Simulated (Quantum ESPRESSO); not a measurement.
# MgO2 (Pa-3) in Quantum ESPRESSO: notebook

Runs on MgO2. Level: PBEsol+D3(BJ). Tasks: single point, equation of state.

All numbers are computed with Quantum ESPRESSO 7.5; they aren't measurements. Logs are shortened: lines on timing, memory, paths and dates and some standing lists are left out, and cuts for length are marked.

### 1 Starting point

Symmetry: Pa-3, No. 205, cubic system. Conventional cell: a = 4.829 Å, b = 4.829 Å, c = 4.829 Å, α = 90.00°, β = 90.00°, γ = 90.00°. Mg (site symmetry -3) is surrounded by 6 O at 2.07 Å. O (site symmetry 3) is surrounded by 1 O at 1.50 Å.

The cell is a database's computed one.

### 2 Single point, PBEsol+D3(BJ), 8.82 Å³/atom

File pw.in:

```
&CONTROL
  calculation = 'scf'
  prefix = 'pwscf'
  outdir = './tmp'
  pseudo_dir = './pseudo'
  tprnfor = .true.
  tstress = .true.
  disk_io = 'nowf'
/
&SYSTEM
  ibrav = 0
  nat = 12
  ntyp = 2
  ecutwfc = 84
  nbnd = 57
  occupations = 'smearing'
  smearing = 'fd'
  degauss = 0.00367493
  vdw_corr = 'grimme-d3'
  dftd3_version = 4
/
&ELECTRONS
  conv_thr = 2.4d-09
  electron_maxstep = 120
  mixing_beta = 0.5
/
ATOMIC_SPECIES
Mg    24.3050 Mg.upf
O     15.9990 O.upf
CELL_PARAMETERS angstrom
   4.7300417000    0.0000000000    0.0000000000
   0.0000000000    4.7300417000    0.0000000000
   0.0000000000    0.0000000000    4.7300417000
ATOMIC_POSITIONS crystal
Mg     0.0000000000    0.0000000000    0.0000000000
Mg     0.5000000000    0.0000000000    0.5000000000
Mg     0.5000000000    0.5000000000    0.0000000000
Mg     0.0000000000    0.5000000000    0.5000000000
O      0.5894244400    0.9105755600    0.0894244400
O      0.9105755600    0.0894244400    0.5894244400
O      0.0894244400    0.5894244400    0.9105755600
O      0.4105755600    0.4105755600    0.4105755600
O      0.5894244400    0.5894244400    0.5894244400
O      0.9105755600    0.4105755600    0.0894244400
O      0.0894244400    0.9105755600    0.4105755600
O      0.4105755600    0.0894244400    0.9105755600
K_POINTS automatic
5 5 5 0 0 0
```

Potentials or basis: PseudoDojo 0.4.1 SR PBEsol standard.

Launch:

```console
OMP_NUM_THREADS=1 pw.x -in pw.in > pw.out
```

pw.out:

```text
This program is part of the open-source Quantum ESPRESSO suite
     for quantum simulation of materials; please cite
[... 6 lines left out ...]
     using ibrav=0 with symmetry is DISCOURAGED, use correct ibrav instead

     G-vector sticks info
     --------------------
     sticks:   dense  smooth     PW     G-vecs:    dense   smooth      PW
     Sum        2129    2129    593                74125    74125   10827

     Using Slab Decomposition

     bravais-lattice index     =            0
     lattice parameter (alat)  =       8.9385  a.u.
     unit-cell volume          =     714.1534 (a.u.)^3
     number of atoms/cell      =           12
     number of atomic types    =            2
     number of electrons       =        88.00
     number of Kohn-Sham states=           57
     kinetic-energy cutoff     =      84.0000  Ry
     charge density cutoff     =     336.0000  Ry
     scf convergence threshold =      2.4E-09
     mixing beta               =       0.5000
     number of iterations used =            8  plain     mixing
     Exchange-correlation= PBESOL
                           (   1   4  10   8   0   0   0)

     celldm(1)=   8.938483  celldm(2)=   0.000000  celldm(3)=   0.000000
     celldm(4)=   0.000000  celldm(5)=   0.000000  celldm(6)=   0.000000

     crystal axes: (cart. coord. in units of alat)
               a(1) = (   1.000000   0.000000   0.000000 )
               a(2) = (   0.000000   1.000000   0.000000 )
               a(3) = (   0.000000   0.000000   1.000000 )

     reciprocal axes: (cart. coord. in units 2 pi/alat)
               b(1) = (  1.000000  0.000000  0.000000 )
               b(2) = (  0.000000  1.000000  0.000000 )
               b(3) = (  0.000000  0.000000  1.000000 )

     PseudoPot. # 1 for Mg read from file:
     Mg.upf
     Pseudo is Norm-conserving, Zval = 10.0
     Generated using ONCVPSP code by D. R. Hamann
     Using radial grid of 1510 points,  4 beta functions with:
                l(1) =   0
                l(2) =   0
                l(3) =   1
                l(4) =   1

     PseudoPot. # 2 for O  read from file:
     O.upf
     Pseudo is Norm-conserving + core correction, Zval =  6.0
     Generated using ONCVPSP code by D. R. Hamann
     Using radial grid of  936 points,  5 beta functions with:
                l(1) =   0
                l(2) =   0
                l(3) =   1
                l(4) =   1
                l(5) =   2

     atomic species   valence    mass     pseudopotential
     Mg               10.00    24.30500     Mg( 1.00)
     O                 6.00    15.99900     O ( 1.00)

     24 Sym. Ops., with inversion, found (18 have fractional translation)

   Cartesian axes

     site n.     atom                  positions (alat units)
         1        Mg     tau(   1) = (   0.0000000   0.0000000   0.0000000  )
         2        Mg     tau(   2) = (   0.5000000   0.0000000   0.5000000  )
         3        Mg     tau(   3) = (   0.5000000   0.5000000   0.0000000  )
         4        Mg     tau(   4) = (   0.0000000   0.5000000   0.5000000  )
         5        O      tau(   5) = (   0.5894244   0.9105756   0.0894244  )
         6        O      tau(   6) = (   0.9105756   0.0894244   0.5894244  )
         7        O      tau(   7) = (   0.0894244   0.5894244   0.9105756  )
         8        O      tau(   8) = (   0.4105756   0.4105756   0.4105756  )
         9        O      tau(   9) = (   0.5894244   0.5894244   0.5894244  )
        10        O      tau(  10) = (   0.9105756   0.4105756   0.0894244  )
        11        O      tau(  11) = (   0.0894244   0.9105756   0.4105756  )
        12        O      tau(  12) = (   0.4105756   0.0894244   0.9105756  )

     --------------------------------------------
     DFT-D3 Dispersion Correction (3-body terms):
     --------------------------------------------
       Reference C6 values for interpolation:

         atom   Coordination number   C6
         O          0.000            31.01
         O          0.993            25.63
         O          1.989            20.74
         Mg         0.000          1366.75
         Mg         0.963           902.54
         Mg         1.950           351.12

       Values used:

         atom   Coordination number  R0_AB[au]  C6      C8
         Mg        12.632            3.292    351.12  31436.69
         Mg        12.632            3.292    351.12  31436.69
         Mg        12.632            3.292    351.12  31436.69
         Mg        12.632            3.292    351.12  31436.69
         O          4.282            2.345     20.74    418.58
         O          4.282            2.345     20.74    418.58
         O          4.282            2.345     20.74    418.58
         O          4.282            2.345     20.74    418.58
         O          4.282            2.345     20.74    418.58
         O          4.282            2.345     20.74    418.58
         O          4.282            2.345     20.74    418.58
         O          4.282            2.345     20.74    418.58

         Molecular C6 ( Ry / a.u.^6 ) =     11549.15

     number of k points=    11  Fermi-Dirac smearing, width (Ry)=  0.0037
                       cart. coord. in units 2pi/alat
        k(    1) = (   0.0000000   0.0000000   0.0000000), wk =   0.0160000
        k(    2) = (   0.0000000   0.0000000   0.2000000), wk =   0.0960000
        k(    3) = (   0.0000000   0.0000000   0.4000000), wk =   0.0960000
        k(    4) = (   0.0000000   0.2000000   0.2000000), wk =   0.1920000
        k(    5) = (   0.0000000   0.2000000   0.4000000), wk =   0.1920000
        k(    6) = (   0.0000000   0.4000000   0.4000000), wk =   0.1920000
        k(    7) = (   0.2000000   0.2000000   0.2000000), wk =   0.1280000
        k(    8) = (   0.2000000   0.2000000   0.4000000), wk =   0.3840000
        k(    9) = (   0.2000000   0.4000000   0.4000000), wk =   0.3840000
        k(   10) = (   0.4000000   0.4000000   0.4000000), wk =   0.1280000
        k(   11) = (   0.0000000   0.4000000   0.2000000), wk =   0.1920000

     Dense  grid:    74125 G-vectors     FFT dimensions: (  54,  54,  54)

     Initial potential from superposition of free atoms

     starting charge      87.9968, renormalised to      88.0000
     Starting wfcs are   52 randomized atomic wfcs +    5 random wfcs

     Self-consistent Calculation

     iteration #  1     ecut=    84.00 Ry     beta= 0.50
     Davidson diagonalization with overlap
     ethr =  1.00E-02,  avg # of iterations =  5.6

     total energy              =    -738.37136174 Ry
     estimated scf accuracy    <       1.12340843 Ry

     iteration #  2     ecut=    84.00 Ry     beta= 0.50
     Davidson diagonalization with overlap
     ethr =  1.28E-03,  avg # of iterations =  2.3

     total energy              =    -738.54516582 Ry
     estimated scf accuracy    <       0.09132024 Ry

     iteration #  3     ecut=    84.00 Ry     beta= 0.50
     Davidson diagonalization with overlap
     ethr =  1.04E-04,  avg # of iterations =  5.6

     total energy              =    -738.54845930 Ry
     estimated scf accuracy    <       0.01549968 Ry

     iteration #  4     ecut=    84.00 Ry     beta= 0.50
     Davidson diagonalization with overlap
     c_bands:  1 eigenvalues not converged
     ethr =  1.76E-05,  avg # of iterations =  6.5

     total energy              =    -738.54901029 Ry
     estimated scf accuracy    <       0.00047836 Ry

     iteration #  5     ecut=    84.00 Ry     beta= 0.50
     Davidson diagonalization with overlap
     ethr =  5.44E-07,  avg # of iterations =  6.0

     total energy              =    -738.54905874 Ry
     estimated scf accuracy    <       0.00000983 Ry

     iteration #  6     ecut=    84.00 Ry     beta= 0.50
     Davidson diagonalization with overlap
     ethr =  1.12E-08,  avg # of iterations =  2.0

     total energy              =    -738.54906016 Ry
     estimated scf accuracy    <       0.00000066 Ry
[... 5 lines left out ...]
     total energy              =    -738.54906024 Ry
     estimated scf accuracy    <       0.00000003 Ry

     iteration #  8     ecut=    84.00 Ry     beta= 0.50
     Davidson diagonalization with overlap
     ethr =  3.08E-11,  avg # of iterations =  2.0

     total energy              =    -738.54906025 Ry
     estimated scf accuracy    <       0.00000001 Ry

     iteration #  9     ecut=    84.00 Ry     beta= 0.50
     Davidson diagonalization with overlap
     ethr =  1.32E-11,  avg # of iterations =  2.0

     End of self-consistent calculation

          k = 0.0000 0.0000 0.0000 (  9171 PWs)   bands (ev):

   -64.4205 -64.4179 -64.4179 -64.4179 -31.4356 -31.4356 -31.4356 -31.4223
   -31.4178 -31.4178 -31.4178 -31.4161 -31.4161 -31.4066 -31.4066 -31.4066
   -13.9276 -13.0323 -13.0323 -13.0323  -6.9338  -6.9338  -6.9338  -6.4232
     1.3855   1.8559   1.8559   1.8559   2.1904   2.1904   2.1904   3.1609
     3.1609   4.2552   4.2552   4.2552   5.6570   5.6570   5.6570   7.1755
     7.1755   7.1755   7.7310   7.7310  12.4778  12.5753  12.5753  12.5753
    14.7496  18.7846  18.7846  18.7846  20.0194  20.0194  20.0194  20.7135
    20.7135

          k = 0.0000 0.0000 0.2000 (  9286 PWs)   bands (ev):

   -64.4202 -64.4181 -64.4179 -64.4179 -31.4339 -31.4339 -31.4332 -31.4222
   -31.4194 -31.4181 -31.4175 -31.4167 -31.4156 -31.4096 -31.4077 -31.4076
   -13.8431 -13.1180 -13.0217 -13.0216  -6.9325  -6.9297  -6.9016  -6.4905
     1.1853   1.3298   1.6449   1.7583   2.4099   2.4245   2.8421   2.9654
     3.2865   3.9875   4.0304   4.2615   5.8893   5.9887   6.0249   7.1398
     7.1645   7.2972   7.5918   7.7185  12.2450  12.4010  12.4521  12.5052
    15.3307  18.6599  18.7868  18.7923  19.6311  19.7619  19.9492  20.6444
    20.9709
[... 80 lines left out ...]
   -64.4187 -64.4184 -64.4184 -64.4184 -31.4395 -31.4390 -31.4390 -31.4375
   -31.4121 -31.4121 -31.4121 -31.4113 -31.4107 -31.4107 -31.4098 -31.4098
   -13.2577 -13.1646 -13.1641 -13.1641  -6.9881  -6.9881  -6.9655  -6.9448
     1.1911   1.6012   1.6521   1.6521   2.1581   2.1581   2.2749   2.7492
     3.9892   3.9892   4.1471   4.1471   6.8271   6.9845   7.0260   7.0260
     7.0914   7.0914   7.1909   7.1909  12.2802  12.4257  12.4257  12.4472
    17.2423  17.5588  17.5588  17.7223  19.6191  19.8500  19.8500  19.9373
    22.3306

          k = 0.0000 0.4000 0.2000 (  9259 PWs)   bands (ev):

   -64.4194 -64.4187 -64.4180 -64.4180 -31.4309 -31.4289 -31.4277 -31.4268
   -31.4228 -31.4213 -31.4167 -31.4159 -31.4147 -31.4126 -31.4115 -31.4089
   -13.5560 -13.3011 -13.0559 -13.0258  -6.9354  -6.9257  -6.8246  -6.6965
     0.8328   0.9532   1.4940   1.5844   2.7465   2.7812   2.8393   3.1983
     3.3130   3.7081   3.9764   4.0718   6.4932   6.6840   6.7440   7.0293
     7.0885   7.2217   7.4323   7.5458  11.9340  12.0769  12.3747  12.3887
    16.5763  17.6152  18.5573  18.6931  19.6357  19.8414  19.9929  20.2418
    20.9647

     the Fermi energy is     9.1195 ev

!    total energy              =    -738.54906025 Ry
     estimated scf accuracy    <          4.4E-11 Ry
     smearing contrib. (-TS)   =      -0.00000000 Ry
     internal energy E=F+TS    =    -738.54906025 Ry

     The total energy is F=E-TS. E is the sum of the following terms:
     one-electron contribution =    -335.26973697 Ry
     hartree contribution      =     199.87157911 Ry
     xc contribution           =    -129.00874987 Ry
     ewald contribution        =    -474.00806103 Ry
     DFT-D3 Dispersion         =      -0.13409149 Ry

     convergence has been achieved in   9 iterations

     Forces acting on atoms (cartesian axes, Ry/au):

     atom    1 type  1   force =    -0.00000000    0.00000000    0.00000000
     atom    2 type  1   force =    -0.00000000   -0.00000000    0.00000000
     atom    3 type  1   force =     0.00000000   -0.00000000    0.00000000
     atom    4 type  1   force =     0.00000000   -0.00000000   -0.00000000
     atom    5 type  2   force =     0.00074593   -0.00074593    0.00074593
     atom    6 type  2   force =    -0.00074593    0.00074593    0.00074593
     atom    7 type  2   force =     0.00074593    0.00074593   -0.00074593
     atom    8 type  2   force =    -0.00074593   -0.00074593   -0.00074593
     atom    9 type  2   force =     0.00074593    0.00074593    0.00074593
     atom   10 type  2   force =    -0.00074593   -0.00074593    0.00074593
     atom   11 type  2   force =     0.00074593   -0.00074593   -0.00074593
     atom   12 type  2   force =    -0.00074593    0.00074593   -0.00074593

     Total force =     0.003654     Total SCF correction =     0.000026

     Computing stress (Cartesian axis) and pressure

          total   stress  (Ry/bohr**3)                   (kbar)     P=       82.40
   0.00056016   0.00000000   0.00000000           82.40        0.00        0.00
   0.00000000   0.00056016   0.00000000            0.00       82.40        0.00
   0.00000000   0.00000000   0.00056016            0.00        0.00       82.40

=------------------------------------------------------------------------------=
   JOB DONE.
=------------------------------------------------------------------------------=
```

It took 98 s on 1 thread of Arm Neoverse V2, shared host; peak memory 0.2 GiB.

Results:

```
Free energy            : -10048.4719 eV
Pressure               : 8.2 GPa
Largest force          : 0.033 eV/Å
Band gap on the k mesh : 4.17 eV, indirect (least direct gap 4.29 eV)
```

Caveat: an odd mesh through Γ misses points on the zone boundary, where band edges often lie.

### 3 Single point, PBEsol+D3(BJ), 9.01 Å³/atom

pw.in, as its differences from that of step 2:

```diff
@@ -30,5 +30,5 @@
 CELL_PARAMETERS angstrom
-   4.7300417000    0.0000000000    0.0000000000
-   0.0000000000    4.7300417000    0.0000000000
-   0.0000000000    0.0000000000    4.7300417000
+   4.7633529503    0.0000000000    0.0000000000
+   0.0000000000    4.7633529503    0.0000000000
+   0.0000000000    0.0000000000    4.7633529503
 ATOMIC_POSITIONS crystal
```

Potentials or basis: PseudoDojo 0.4.1 SR PBEsol standard.

Launch:

```console
OMP_NUM_THREADS=1 pw.x -in pw.in > pw.out
```

Wall time 100 s (1 thread of Arm Neoverse V2, shared host); peak memory 0.22 GiB.

Results (log left out):

| Item | Value |
| --- | --- |
| Free energy | -10048.5618 eV |
| Pressure | 4.5 GPa |
| Largest force | 0.112 eV/Å |
| Band gap on the k mesh | 4.04 eV, indirect (least direct gap 4.16 eV) |

Caveat: an odd mesh through Γ misses points on the zone boundary, where band edges often lie.

### 4 Single point, PBEsol+D3(BJ), 9.19 Å³/atom

pw.in, as its differences from that of step 3:

```diff
@@ -30,5 +30,5 @@
 CELL_PARAMETERS angstrom
-   4.7633529503    0.0000000000    0.0000000000
-   0.0000000000    4.7633529503    0.0000000000
-   0.0000000000    0.0000000000    4.7633529503
+   4.7962046984    0.0000000000    0.0000000000
+   0.0000000000    4.7962046984    0.0000000000
+   0.0000000000    0.0000000000    4.7962046984
 ATOMIC_POSITIONS crystal
```

Launch:

```console
OMP_NUM_THREADS=1 pw.x -in pw.in > pw.out
```

It took 99 s on 1 thread of Arm Neoverse V2, shared host; peak memory 0.22 GiB.

It converged, with:

```yaml
Free_energy: -10048.6012 eV
Pressure: 1.0 GPa
Largest_force: 0.247 eV/Å
Band_gap_on_the_k_mesh: 3.92 eV, indirect (least direct gap 4.03 eV)
```

Caveat: an odd mesh through Γ misses points on the zone boundary, where band edges often lie.

### 5 Single point, PBEsol+D3(BJ), 9.38 Å³/atom

pw.in, as its differences from that of step 4:

```diff
@@ -30,5 +30,5 @@
 CELL_PARAMETERS angstrom
-   4.7962046984    0.0000000000    0.0000000000
-   0.0000000000    4.7962046984    0.0000000000
-   0.0000000000    0.0000000000    4.7962046984
+   4.8286124700    0.0000000000    0.0000000000
+   0.0000000000    4.8286124700    0.0000000000
+   0.0000000000    0.0000000000    4.8286124700
 ATOMIC_POSITIONS crystal
```

Launch:

```console
OMP_NUM_THREADS=1 pw.x -in pw.in > pw.out
```

Wall time 1.7 min (1 thread of Arm Neoverse V2, shared host); peak memory 0.22 GiB.

The run converged. Its results:

- Free energy: -10048.5950 eV
- Pressure: -2.0 GPa
- Largest force: 0.374 eV/Å
- Band gap on the k mesh: 3.80 eV, indirect (least direct gap 3.91 eV)

Caveat: an odd mesh through Γ misses points on the zone boundary, where band edges often lie.

### 6 Single point, PBEsol+D3(BJ), 9.57 Å³/atom

pw.in, as its differences from that of step 5:

```diff
@@ -30,5 +30,5 @@
 CELL_PARAMETERS angstrom
-   4.8286124700    0.0000000000    0.0000000000
-   0.0000000000    4.8286124700    0.0000000000
-   0.0000000000    0.0000000000    4.8286124700
+   4.8605909680    0.0000000000    0.0000000000
+   0.0000000000    4.8605909680    0.0000000000
+   0.0000000000    0.0000000000    4.8605909680
 ATOMIC_POSITIONS crystal
```

Potentials or basis: PseudoDojo 0.4.1 SR PBEsol standard.

Launch:

```console
OMP_NUM_THREADS=1 pw.x -in pw.in > pw.out
```

Wall time 1.7 min (1 thread of Arm Neoverse V2, shared host); peak memory 0.23 GiB.

It converged, with:

```yaml
Free_energy: -10048.5480 eV
Pressure: -4.8 GPa
Largest_force: 0.493 eV/Å
Band_gap_on_the_k_mesh: 3.69 eV, indirect (least direct gap 3.79 eV)
```

Caveat: an odd mesh through Γ misses points on the zone boundary, where band edges often lie.

### 7 Single point, PBEsol+D3(BJ), 9.76 Å³/atom

pw.in, as its differences from that of step 6:

```diff
@@ -30,5 +30,5 @@
 CELL_PARAMETERS angstrom
-   4.8605909680    0.0000000000    0.0000000000
-   0.0000000000    4.8605909680    0.0000000000
-   0.0000000000    0.0000000000    4.8605909680
+   4.8921541314    0.0000000000    0.0000000000
+   0.0000000000    4.8921541314    0.0000000000
+   0.0000000000    0.0000000000    4.8921541314
 ATOMIC_POSITIONS crystal
```

Launch:

```console
OMP_NUM_THREADS=1 pw.x -in pw.in > pw.out
```

It took 100 s on 1 thread of Arm Neoverse V2, shared host; peak memory 0.24 GiB.

Results (log left out):

| Property | Result |
| --- | --- |
| Free energy | -10048.4640 eV |
| Pressure | -7.3 GPa |
| Largest force | 0.604 eV/Å |
| Band gap on the k mesh | 3.58 eV, indirect (least direct gap 3.68 eV) |

Caveat: an odd mesh through Γ misses points on the zone boundary, where band edges often lie.

### 8 Single point, PBEsol+D3(BJ), 9.94 Å³/atom

pw.in, as its differences from that of step 7:

```diff
@@ -30,5 +30,5 @@
 CELL_PARAMETERS angstrom
-   4.8921541314    0.0000000000    0.0000000000
-   0.0000000000    4.8921541314    0.0000000000
-   0.0000000000    0.0000000000    4.8921541314
+   4.9233151889    0.0000000000    0.0000000000
+   0.0000000000    4.9233151889    0.0000000000
+   0.0000000000    0.0000000000    4.9233151889
 ATOMIC_POSITIONS crystal
```

Launch:

```console
OMP_NUM_THREADS=1 pw.x -in pw.in > pw.out
```

Run time: 99 s. Hardware: 1 thread of Arm Neoverse V2, shared host; peak memory 0.25 GiB.

Results (log left out):

- Free energy: -10048.3460 eV
- Pressure: -9.5 GPa
- Largest force: 0.710 eV/Å
- Band gap on the k mesh: 3.48 eV, indirect (least direct gap 3.57 eV)

Caveat: an odd mesh through Γ misses points on the zone boundary, where band edges often lie.

### 9 Equation of state, PBEsol+D3(BJ)

Potentials or basis: PseudoDojo 0.4.1 SR PBEsol standard.

This step only gathers the single runs of the series.

Results:

```
Equilibrium volume                        : 9.26 Å³/atom
Bulk modulus at fixed shape and positions : 154 GPa
Pressure derivative of the bulk modulus   : 4.0
```

Energy against volume, from the lowest point:
```csv
volume (Å³/atom),energy (meV/atom)
8.819,10.78
9.007,3.28
9.194,0.00
9.382,0.51
9.569,4.43
9.757,11.43
9.945,21.27
```

Caveat: the cell was scaled at fixed shape and fractional positions, which overstates the stiffness of a crystal with free parameters, most of all of layers and chains.
